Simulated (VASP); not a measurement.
Input of a VASP 6.6.1 run:

INCAR

```
ALGO     = Normal         # electronic algorithm
EDIFF    = 1E-7           # SCF threshold, eV
ENCUT    = 520            # plane-wave cutoff, eV
GGA      = PE             # functional
ISIF     = 2              # what is computed and relaxed
ISMEAR   = 0              # smearing method
LASPH    = T              # aspherical terms in the spheres
LCHARG   = F              # write CHGCAR
LREAL    = F              # projectors in reciprocal space
LWAVE    = F              # write WAVECAR
NBANDS   = 11             # bands
NELM     = 100            # most SCF steps
PREC     = Accurate       # precision mode
SIGMA    = 0.1            # smearing width, eV
```

File KPOINTS:

```
k-points
0
Gamma
  6 6 6
```

POSCAR

```
BeSe
1.0
    0.0000000000      2.6556500746      2.6556500746
    2.6556500746      0.0000000000      2.6556500746
    2.6556500746      2.6556500746      0.0000000000
Be Se
1 1
Direct
    0.0000000000      0.0000000000      0.0000000000
    0.7500000000      0.7500000000      0.7500000000
```

Potentials or basis: VASP PAW PBE potentials, release 64 (Be, Se).

The run is started by

```console
$ cat potpaw_PBE.64/Be/POTCAR potpaw_PBE.64/Se/POTCAR > POTCAR
$ mpirun -np 1 vasp_std > vasp.out
```

Q: Predict the pressure.

A: -4.8 GPa.

Q: Predict the band gap on the k mesh.

A: 2.81 eV, indirect (least direct gap 3.68 eV).

A k mesh can miss the band edges.
